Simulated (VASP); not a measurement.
# SiC (Moissanite 6H) (P6_3mc) in VASP: further runs

The runs below take SiC (Moissanite 6H) through relaxation of cell and atoms, with PBE+D3, PBE+D3(BJ).

Program: VASP 6.6.1. These are calculated values, not measurements. Logs are shortened: lines on timing, memory, paths and dates and some standing lists are left out, and cuts for length are marked.

### Step 1. The structure

The structure is hexagonal, space group P6_3mc (No. 186). Conventional cell: a = 3.095 Å, b = 3.095 Å, c = 15.170 Å, α = 90.00°, β = 90.00°, γ = 120.00°. Around Si (site symmetry 3m) lie 4 C at 1.90 Å. Si (site symmetry 3m) has 4 C at 1.90 Å as nearest neighbours. Si (site symmetry 3m) has 4 C at 1.90 Å as nearest neighbours. C (site symmetry 3m) has 4 Si at 1.90 Å as nearest neighbours. C (site symmetry 3m) is surrounded by 4 Si at 1.90 Å. C (site symmetry 3m) has 4 Si at 1.90 Å as nearest neighbours.

### Step 2. Relaxation of cell and atoms, PBE+D3

INCAR

```
PREC = Accurate
ENCUT = 600
EDIFF = 1E-7
ISMEAR = -1
SIGMA = 0.05
LREAL = False
LASPH = True
NELM = 100
ALGO = Normal
ISIF = 3
LWAVE = False
LCHARG = False
GGA = PE
IVDW = 11
IBRION = 2
NSW = 40
EDIFFG = -0.01
```

KPOINTS

```
Automatic mesh
0
Gamma
  10 10 2
```

POSCAR

```
SiC
1.0
    3.0950000000      0.0000000000      0.0000000000
   -1.5475000000      2.6803486247      0.0000000000
    0.0000000000      0.0000000000     15.1700000000
Si C
6 6
Direct
    0.6666666667      0.3333333333      0.4583000000
    0.3333333333      0.6666666667      0.9583000000
    0.6666666667      0.3333333333      0.7917000000
    0.3333333333      0.6666666667      0.2917000000
    0.0000000000      0.0000000000      0.6250000000
    0.0000000000      0.0000000000      0.1250000000
    0.6666666667      0.3333333333      0.3333000000
    0.3333333333      0.6666666667      0.8333000000
    0.6666666667      0.3333333333      0.6667000000
    0.3333333333      0.6666666667      0.1667000000
    0.0000000000      0.0000000000      0.5000000000
    0.0000000000      0.0000000000      0.0000000000
```

Potentials or basis: VASP PAW PBE potentials, release 64 (Si, C).

Started as:

```sh
cat potpaw_PBE.64/Si/POTCAR potpaw_PBE.64/C/POTCAR > POTCAR
mpirun -np 1 vasp_std > vasp.out
```

OUTCAR:

```text
PREC = Accurate
   ENCUT = 600
   EDIFF = 1E-7
   ISMEAR = -1
   LREAL = False
   LASPH = True
   NELM = 100
   ISIF = 3
   GGA = PE
   IVDW = 11
   IBRION = 2
   NSW = 40
   EDIFFG = -0.01
 IVDW          = 11

 ion  position               nearest neighbor table
   1  0.667  0.333  0.458-  11 1.90  11 1.90  11 1.90   7 1.90   4 3.10   4 3.10   4 3.10   5 3.10
                             5 3.10   5 3.10
   2  0.333  0.667  0.958-  12 1.90  12 1.90  12 1.90   8 1.90   3 3.10   3 3.10   3 3.10   6 3.10
                             6 3.10   6 3.10
   3  0.667  0.333  0.792-   8 1.90   8 1.90   8 1.90   9 1.90   2 3.10   2 3.10   2 3.10   5 3.10
                             5 3.10   5 3.10
   4  0.333  0.667  0.292-   7 1.90   7 1.90   7 1.90  10 1.90   1 3.10   1 3.10   1 3.10   6 3.10
                             6 3.10   6 3.10
   5  0.000  0.000  0.625-   9 1.90   9 1.90   9 1.90  11 1.90   3 3.10   1 3.10   3 3.10   1 3.10
                             1 3.10   3 3.10
   6  0.000  0.000  0.125-  10 1.90  10 1.90  10 1.90  12 1.90   4 3.10   2 3.10   2 3.10   4 3.10
                             4 3.10   2 3.10
   7  0.667  0.333  0.333-   4 1.90   4 1.90   4 1.90   1 1.90
   8  0.333  0.667  0.833-   3 1.90   3 1.90   3 1.90   2 1.90
   9  0.667  0.333  0.667-   5 1.90   5 1.90   5 1.90   3 1.90
  10  0.333  0.667  0.167-   6 1.90   6 1.90   6 1.90   4 1.90
  11  0.000  0.000  0.500-   1 1.90   1 1.90   1 1.90   5 1.90
  12  0.000  0.000  0.000-   2 1.90   2 1.90   2 1.90   6 1.90

  LATTYP: Found a hexagonal cell.
 ALAT       =     3.0950000000
 C/A-ratio  =     4.9014539580

  Lattice vectors:

 A1 = (   3.0950000000,   0.0000000000,   0.0000000000)
 A2 = (  -1.5475000000,   2.6803486247,   0.0000000000)
 A3 = (   0.0000000000,   0.0000000000,  15.1700000000)

Analysis of symmetry for initial positions (statically):
=====================================================================
 Subroutine PRICEL returns:
 Original cell was already a primitive cell.

 Routine SETGRP: Setting up the symmetry group for a
 hexagonal supercell.

 Subroutine GETGRP returns: Found 12 space group operations
 (whereof  6 operations were pure point group operations)
 out of a pool of 24 trial point group operations.

The static configuration has the point symmetry C_3v.
 The point group associated with its full space group is C_6v.

Analysis of symmetry for dynamics (positions and initial velocities):
=====================================================================
 Subroutine PRICEL returns:
 Original cell was already a primitive cell.

 Routine SETGRP: Setting up the symmetry group for a
 hexagonal supercell.

 Subroutine GETGRP returns: Found 12 space group operations
 (whereof  6 operations were pure point group operations)
 out of a pool of 24 trial point group operations.

The dynamic configuration has the point symmetry C_3v.
 The point group associated with its full space group is C_6v.

 Subroutine INISYM returns: Found 12 space group operations
 (whereof  6 operations are pure point group operations),
 and found     1 'primitive' translations

----------------------------------------------------------------------------------------

                                     Primitive cell

  volume of cell :     125.8455

  direct lattice vectors                    reciprocal lattice vectors
     3.095000000  0.000000000  0.000000000     0.323101777  0.186542898  0.000000000
    -1.547500000  2.680348625  0.000000000     0.000000000  0.373085796  0.000000000
     0.000000000  0.000000000 15.170000000     0.000000000  0.000000000  0.065919578

  length of vectors
     3.095000000  3.095000000 15.170000000     0.373085796  0.373085796  0.065919578

  position of ions in fractional coordinates (direct lattice)
     0.666666667  0.333333333  0.458300000
     0.333333333  0.666666667  0.958300000
     0.666666667  0.333333333  0.791700000
     0.333333333  0.666666667  0.291700000
     0.000000000  0.000000000  0.625000000
     0.000000000  0.000000000  0.125000000
     0.666666667  0.333333333  0.333300000
     0.333333333  0.666666667  0.833300000
     0.666666667  0.333333333  0.666700000
     0.333333333  0.666666667  0.166700000
     0.000000000  0.000000000  0.500000000
     0.000000000  0.000000000  0.000000000

  ion indices of the primitive-cell ions
   primitive index   ion index
                 1           1
                 2           2
                 3           3
                 4           4
                 5           5
                 6           6
                 7           7
                 8           8
                 9           9
                10          10
                11          11
                12          12

----------------------------------------------------------------------------------------

 KPOINTS: Automatic mesh

Automatic generation of k-mesh.
 Grid dimensions read from file:
 generate k-points for:   10   10    2

 Generating k-lattice:

  Cartesian coordinates                     Fractional coordinates (reciprocal lattice)
     0.032310178  0.018654290  0.000000000     0.100000000  0.000000000  0.000000000
     0.000000000  0.037308580  0.000000000     0.000000000  0.100000000  0.000000000
     0.000000000  0.000000000  0.032959789     0.000000000  0.000000000  0.500000000

  Length of vectors
     0.037308580  0.037308580  0.032959789

  Shift w.r.t. Gamma in fractional coordinates (k-lattice)
     0.000000000  0.000000000  0.000000000

 Subroutine IBZKPT returns following result:
 ===========================================

 Found     28 irreducible k-points:

 Following reciprocal coordinates:
            Coordinates               Weight
  0.000000  0.000000  0.000000      1.000000
  0.100000 -0.000000  0.000000      6.000000
  0.200000 -0.000000  0.000000      6.000000
  0.300000 -0.000000  0.000000      6.000000
  0.400000 -0.000000  0.000000      6.000000
  0.500000 -0.000000  0.000000      3.000000
[... 16 lines left out ...]
  0.300000  0.100000  0.500000     12.000000
  0.400000  0.100000  0.500000     12.000000
 [... further k-points ...]
   k-points           NKPTS =     28   k-points in BZ     NKDIM =     28   number of bands    NBANDS=     31
   number of dos      NEDOS =    301   number of ions     NIONS =     12
   total plane-waves  NPLWV =  98784
   dimension x,y,z NGX =    28 NGY =   28 NGZ =  126
   dimension x,y,z NGXF=    56 NGYF=   56 NGZF=  252
   ions per type =               6   6
   NGX,Y,Z   is equivalent  to a cutoff of  15.04, 15.04, 13.81 a.u.
   NGXF,Y,Z  is equivalent  to a cutoff of  30.08, 30.08, 27.62 a.u.
 SYSTEM =  unknown system
   PREC   = accura    normal or accurate (medium, high low for compatibility)
   ISTART =      0    job   : 0-new  1-cont  2-samecut
   ICHARG =      2    charge: 1-file 2-atom 10-const
   ISPIN  =      1    spin polarized calculation?
   LNONCOLLINEAR =      F non collinear calculations
   LSORBIT =      F    spin-orbit coupling
   LASPH  =      T    aspherical Exc in radial PAW
   ENCUT  =  600.0 eV  44.10 Ry    6.64 a.u.   6.18  6.18 30.30*2*pi/ulx,y,z
   NELM   =    100;   NELMIN=  2; NELMDL= -5     # of ELM steps
   EDIFF  = 0.1E-06   stopping-criterion for ELM
   LREAL  =      F    real-space projection
   EDIFFG = -.1E-01   stopping-criterion for IOM
   NSW    =     40    number of steps for IOM
   IBRION =      2    ionic relax: 0-MD 1-quasi-New 2-CG
   NFREE  =      1    steps in history (QN), initial steepest desc. (CG)
   ISIF   =      3    stress and relaxation
   ISYM   =      2    0-nonsym 1-usesym 2-fastsym
   POTIM  = 0.5000    time-step for ionic-motion
   TEBEG  =    0.0;   TEEND  =   0.0 temperature during run
   PSTRESS=    0.0 pullay stress
   NELECT =      48.0000    total number of electrons
   NUPDOWN=      -1.0000    fix difference up-down
   EMIN   =  10.00;   EMAX   =-10.00  energy-range for DOS
   EFERMI =   0.00;   METHOD = LEGACY
   ISMEAR =    -1;   SIGMA  =   0.05  broadening in eV -4-tet -1-fermi 0-gaus
   EFERMI_NEDOS =   21; number of points for ismear=-14 and -15
   IALGO  =     38    algorithm
   IMIX   =      4    mixing-type and parameters
     AMIX     =   0.40;   BMIX     =  1.00
     AMIX_MAG =   1.60;   BMIX_MAG =  1.00
  volume/ion in A,a.u.               =      10.49        70.77
  Fermi-wavevector in a.u.,A,eV,Ry     =   1.187252  2.243580 19.178312  1.409566
  Thomas-Fermi vector in A             =   2.323407
   LORBIT       =      0    0 simple, 1 ext, 2 COOP (PROOUT), +10 PAW based schemes
   GGA     = PE    functional components
   LHFCALC =     F    Hartree Fock is set to
   AEXX    =    0.0000 exact exchange contribution
   IVDW    =    11    specifies the selected vdW correction
   LEPSILON=     F    determine dielectric tensor
   LRPA    =     F    only Hartree local field effects (RPA)
 conjugate gradient relaxation of ions
 non-spin polarized calculation
  energy-cutoff  :      600.00
  volume of cell :      125.85
 maximum number of plane-waves:      4226
 NGX is ok and might be reduce to    28
   NGX = 13   NGY = 13   NGZ = 61

--------------------------------------- Ionic step        1  -------------------------------------------

 number of electron      47.9999999 magnetization

 Free energy of the ion-electron system (eV)
  ---------------------------------------------------
  ext. energy  EPLUGINS =         0.00000000
  ---------------------------------------------------
  free energy    TOTEN  =       -90.38044745 eV

  energy without entropy =      -90.38044745  energy(sigma->0) =      -90.38044745

------------------------ aborting loop because EDIFF is reached ----------------------------------------

 Edisp (eV)   -1.72231

 E8    (eV) :    -0.8187

  FORCE on cell =-STRESS in cart. coord.  units (eV):
  Direction    XX          YY          ZZ          XY          YZ          ZX
  --------------------------------------------------------------------------------------
  -------------------------------------------------------------------------------------
  Total      -1.70087    -1.70087    -1.12465     0.00000     0.00000    -0.00000
  in kB     -21.65431   -21.65431   -14.31822     0.00000     0.00000    -0.00000
  external pressure =      -19.21 kB  Pullay stress =        0.00 kB
[... 331 lines left out ...]
  energy  without entropy=      -92.1105795959  energy(sigma->0) =      -92.11057960

--------------------------------------- Ionic step        8  -------------------------------------------

 number of electron      47.9999999 magnetization

 Free energy of the ion-electron system (eV)
  ---------------------------------------------------
  ext. energy  EPLUGINS =         0.00000000
  ---------------------------------------------------
  free energy    TOTEN  =       -90.37438586 eV

  energy without entropy =      -90.37438586  energy(sigma->0) =      -90.37438586

 E-fermi :   9.1067     XC(G=0): -11.3345

 val. band max:        8.1002605809   @ k =   0.0000   0.0000   0.0000
 cond. band min:      10.1284354007   @ k =   0.5000  -0.0000   0.0000
 fundamental gap:      2.0281748198
 Fermi energy:         9.1067170498

 k-point     1 :       0.0000    0.0000    0.0000
  band No.  band energies     occupation
      1      -7.3192      2.00000
      2      -6.8002      2.00000
      3      -6.7634      2.00000
      4      -5.2753      2.00000
      5      -5.2472      2.00000
      6      -3.7693      2.00000
[... 805 lines left out ...]
     30      13.3838      0.00000
     31      13.8646      0.00000

 [... further k-points ...]

------------------------ aborting loop because EDIFF is reached ----------------------------------------

 Edisp (eV)   -1.73620

 E8    (eV) :    -0.8244

  FORCE on cell =-STRESS in cart. coord.  units (eV):
  Direction    XX          YY          ZZ          XY          YZ          ZX
  --------------------------------------------------------------------------------------
  -------------------------------------------------------------------------------------
  Total       0.00396     0.00396     0.00140    -0.00000    -0.00000     0.00000
  in kB       0.05083     0.05083     0.01796    -0.00000    -0.00000     0.00000
  external pressure =        0.04 kB  Pullay stress =        0.00 kB
[... 27 lines left out ...]
  FREE ENERGIE OF THE ION-ELECTRON SYSTEM (eV)
  ---------------------------------------------------
  free  energy   TOTEN  =       -92.1105859801 eV

  energy  without entropy=      -92.1105859800  energy(sigma->0) =      -92.11058598

 reached required accuracy - stopping structural energy minimisation
```

It took 6.2 min on 1 thread of Intel Xeon 6975P-C (Granite Rapids), shared host; peak memory 0.38 GiB.

What came out:

```yaml
Free_energy: -92.1106 eV
Relaxed_volume: 10.39 Å³/atom
Relaxed_cell: a = 3.085 Å, b = 3.085 Å, c = 15.134 Å, α = 90.00°, β = 90.00°, γ = 120.00°
Space_group_after_relaxing_to_0.05_Å: P6_3mc (No. 186)
Energy_gained_by_relaxing: 0.7 meV/atom
Ionic_steps: 8
Pressure_after_relaxing: 0.0 GPa
Band_gap_on_the_k_mesh: 2.03 eV, indirect (least direct gap 3.13 eV)
Dispersion_energy_per_atom: -0.145 eV
```

Step by step:
| step | energy change (eV) | largest force (eV/Å) | pressure (GPa) | volume (Å³) |
| --- | --- | --- | --- | --- |
| 1 | 0.0000 | 0.1417 | -1.92 | 125.85 |
| 2 | 0.0005 | 0.1125 | 2.06 | 123.57 |
| 3 | -0.0077 | 0.0240 | 0.01 | 124.72 |
| 4 | -0.0077 | 0.0223 | -0.03 | 124.74 |
| 5 | -0.0078 | 0.0151 | -0.01 | 124.73 |
| 6 | -0.0078 | 0.0154 | -0.01 | 124.73 |
| 7 | -0.0078 | 0.0103 | 0.01 | 124.71 |
| 8 | -0.0078 | 0.0006 | 0.00 | 124.72 |

Final structure:
```yaml
crystal:
  lattice:
    - [3.08474, 0.00000, 0.00000]
    - [-1.54237, 2.67146, 0.00000]
    - [0.00000, 0.00000, 15.13427]
  atoms:
    - { symbol: Si, position: [0.66667, 0.33333, 0.45833] }
    - { symbol: Si, position: [0.33333, 0.66667, 0.95833] }
    - { symbol: Si, position: [0.66667, 0.33333, 0.79182] }
    - { symbol: Si, position: [0.33333, 0.66667, 0.29182] }
    - { symbol: Si, position: [0.00000, 0.00000, 0.62504] }
    - { symbol: Si, position: [0.00000, 0.00000, 0.12504] }
    - { symbol: C, position: [0.66667, 0.33333, 0.33331] }
    - { symbol: C, position: [0.33333, 0.66667, 0.83332] }
    - { symbol: C, position: [0.66667, 0.33333, 0.66681] }
    - { symbol: C, position: [0.33333, 0.66667, 0.16681] }
    - { symbol: C, position: [0.00000, 0.00000, 0.49969] }
    - { symbol: C, position: [0.00000, 0.00000, 0.99969] }
```

### Step 3. Relaxation of cell and atoms, PBE+D3(BJ)

INCAR

```
SYSTEM = SiC
  PREC = Accurate
  ENCUT = 600
  EDIFF = 1E-6
  ISMEAR = -1
  SIGMA = 0.05
  LREAL = .FALSE.
  LASPH = .TRUE.
  NELM = 60
  ALGO = Normal
  ISIF = 3
  LWAVE = .FALSE.
  LCHARG = .FALSE.
  GGA = PE
  IVDW = 12
  IBRION = 2
  NSW = 60
  EDIFFG = -0.01
```

KPOINTS

```
Automatic mesh
0
G
  10 10 2
  0 0 0
```

POSCAR is that of step 2.

Potentials or basis: VASP PAW PBE potentials, release 64 (Si, C).

Started as:

```sh
cat potpaw_PBE.64/Si/POTCAR potpaw_PBE.64/C/POTCAR > POTCAR
mpirun -np 1 vasp_std > vasp.out
```

Wall time 5.1 min (1 thread of Intel Xeon 6975P-C (Granite Rapids), shared host); peak memory 0.37 GiB.

It converged, with:

| Quantity | Value |
| --- | --- |
| Free energy | -93.9819 eV |
| Relaxed volume | 10.27 Å³/atom |
| Relaxed cell | a = 3.072 Å, b = 3.072 Å, c = 15.077 Å, α = 90.00°, β = 90.00°, γ = 120.00° |
| Space group after relaxing (to 0.05 Å) | P6_3mc (No. 186) |
| Energy gained by relaxing | 3.2 meV/atom |
| Ionic steps | 7 |
| Pressure after relaxing | -0.1 GPa |
| Largest force after relaxing | 0.008 eV/Å |
| Band gap on the k mesh | 2.02 eV, indirect (least direct gap 3.13 eV) |
| Dispersion energy per atom | -0.303 eV |

Forces on the atoms (eV/Å):
```
Si   0.000  0.000 -0.002
Si   0.000  0.000 -0.002
Si   0.000  0.000 -0.006
Si   0.000  0.000 -0.006
Si   0.000  0.000 -0.003
Si   0.000  0.000 -0.003
C    0.000  0.000  0.002
C    0.000  0.000  0.002
C    0.000  0.000  0.001
C    0.000  0.000  0.001
C    0.000  0.000  0.008
C    0.000  0.000  0.008
```

Stress tensor (GPa, compression positive):
```
-0.05  0.00  0.00
 0.00 -0.05  0.00
 0.00  0.00 -0.13
```

Step by step:
| step | energy change (eV) | largest force (eV/Å) | pressure (GPa) | volume (Å³) |
| --- | --- | --- | --- | --- |
| 1 | 0.0000 | 0.1416 | -4.50 | 125.85 |
| 2 | 0.0029 | 0.1202 | 5.01 | 120.56 |
| 3 | -0.0387 | 0.0267 | -0.01 | 123.21 |
| 4 | -0.0387 | 0.0284 | 0.08 | 123.16 |
| 5 | -0.0388 | 0.0144 | 0.10 | 123.15 |
| 6 | -0.0388 | 0.0152 | 0.10 | 123.15 |
| 7 | -0.0388 | 0.0078 | -0.08 | 123.25 |

Final structure:
```yaml
crystal:
  lattice:
    - [3.07238, 0.00000, 0.00000]
    - [-1.53619, 2.66076, 0.00000]
    - [0.00000, 0.00000, 15.07674]
  atoms:
    - { symbol: Si, position: [0.66667, 0.33333, 0.45831] }
    - { symbol: Si, position: [0.33333, 0.66667, 0.95831] }
    - { symbol: Si, position: [0.66667, 0.33333, 0.79183] }
    - { symbol: Si, position: [0.33333, 0.66667, 0.29183] }
    - { symbol: Si, position: [0.00000, 0.00000, 0.62503] }
    - { symbol: Si, position: [0.00000, 0.00000, 0.12503] }
    - { symbol: C, position: [0.66667, 0.33333, 0.33332] }
    - { symbol: C, position: [0.33333, 0.66667, 0.83332] }
    - { symbol: C, position: [0.66667, 0.33333, 0.66683] }
    - { symbol: C, position: [0.33333, 0.66667, 0.16683] }
    - { symbol: C, position: [0.00000, 0.00000, 0.49968] }
    - { symbol: C, position: [0.00000, 0.00000, 0.99968] }
```

Levels at points of the mesh, in eV from the valence-band top:
| k point | band 22 | band 23 | band 24 | band 25 | band 26 | band 27 |
| --- | --- | --- | --- | --- | --- | --- |
| (0.00, 0.00, 0.00) | -0.04 | 0.00 | 0.00 | 5.24 | 5.41 | 5.83 |
| (0.50, 0.00, 0.00) | -1.79 | -1.67 | -1.10 | 2.02 | 2.22 | 3.23 |
| (0.00, 0.00, 0.50) | -0.10 | -0.10 | -0.10 | 5.31 | 5.31 | 6.06 |
| (0.50, 0.00, 0.50) | -1.72 | -1.31 | -1.31 | 2.07 | 2.07 | 3.45 |

A k mesh can miss the band edges. Expect the measured gap to be larger: semilocal functionals such as PBE lack the derivative discontinuity.
